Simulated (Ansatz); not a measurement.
Al under changes of volume

One of the cells (16.669 Å³/atom); the others are scaled copies at fixed shape and fractional positions:

```
Al
1.0
     2.81246    0.00000    0.00000
    -1.40623    2.43566    0.00000
     0.00000    0.00000    4.86685
Al
2
Direct
  0.33333 0.66667 0.25000
  0.66667 0.33333 0.75000
```

This isn't the form of Al at room conditions, which is fcc.

| Item | Value |
| --- | --- |
| Program | Ansatz 0.2.0 |
| Functional | r2SCAN |
| Potentials or basis | Ansatz PAW |
| Cutoff | 500 eV (not typed: the program's choice for these potentials) |
| k mesh | 11 × 11 × 6 |
| Occupations | fermi-dirac, width 0.05 eV |
| Spin | no spin polarisation |

| volume (Å³/atom) | energy over the lowest point (meV/atom) | pressure (GPa) |
| --- | --- | --- |
| 15.669 | 3.29 | 2.6 |
| 16.003 | 0.00 | 0.6 |
| 16.336 | 0.67 | -1.2 |
| 16.669 | 4.91 | -2.8 |
| 17.003 | 12.34 | -4.3 |
| 17.336 | ? | ? |
| 17.670 | 35.42 | -6.7 |

What does the run at 17.336 Å³/atom give?

Energy over the lowest point 22.61 meV/atom; pressure -5.6 GPa.

Worked out: A Birch-Murnaghan fit of order 3 (a polynomial in V^(-2/3)) to the other rows has its minimum at 16.11 Å³/atom with B0 = V·E''(V) = 89 GPa and B' = 4.4 at fixed shape and positions, which overstates the stiffness. It gives 22.59 meV/atom at 17.336 Å³/atom, against the run's 22.61, and -dE/dV = -5.6 GPa, against -5.6.

Energies are extrapolated to zero smearing.

Caveats: the PAW data sets come from PBE, with cores solved anew for the run's functional, which leaves a small shift of forces and pressure.
